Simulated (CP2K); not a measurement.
## P under changes of volume

One of the cells (16.144 Å³/atom); the others are scaled copies at fixed shape and fractional positions:

```
CELL_PARAMETERS angstrom
3.71022 0.00000 0.00000
2.10486 3.05537 0.00000
2.10486 1.10594 2.84819
ATOMIC_POSITIONS crystal
P 0.77292 0.77292 0.77292
P 0.22708 0.22708 0.22708
```

This isn't the form of P at room conditions, which is orthorhombic.

```yaml
Program: CP2K 2026.2
Functional: PBEsol
Potentials_or_basis: POTENTIAL_UZH P GTH-PBE-q5; TZVP-MOLOPT-PBE-GTH basis
Density_cutoff: 6123 eV
k_mesh: 9 × 9 × 9
Occupations: fermi-dirac, width 0.05 eV
Spin: no spin polarisation
```

```tsv
volume (Å³/atom)	energy over the lowest point (meV/atom)	pressure (GPa)	largest force (eV/Å)
15.175	19.83	6.7	0.948
15.498	8.65	4.3	0.771
15.821	2.21	2.1	0.604
16.144	0.00	0.1	0.434
16.467	?	?	?
16.789	6.55	-3.3	0.140
17.112	14.74	-4.8	0.015
```

Question: What does the run at 16.467 Å³/atom give?

Answer: Energy over the lowest point 1.53 meV/atom; pressure -1.7 GPa; largest force 0.278 eV/Å.

Worked out: A Birch-Murnaghan fit of order 3 (a polynomial in V^(-2/3)) to the other rows has its minimum at 16.17 Å³/atom with B0 = V·E''(V) = 94 GPa and B' = 4.1 at fixed shape and positions, which overstates the stiffness. It gives 1.56 meV/atom at 16.467 Å³/atom, against the run's 1.53, and -dE/dV = -1.7 GPa, against -1.7.

Energies are extrapolated to zero smearing.

Caveats: the potentials were made for another functional, which shifts forces and pressure; the basis of atomic orbitals isn't converged, which shifts pressures, moduli and gaps.
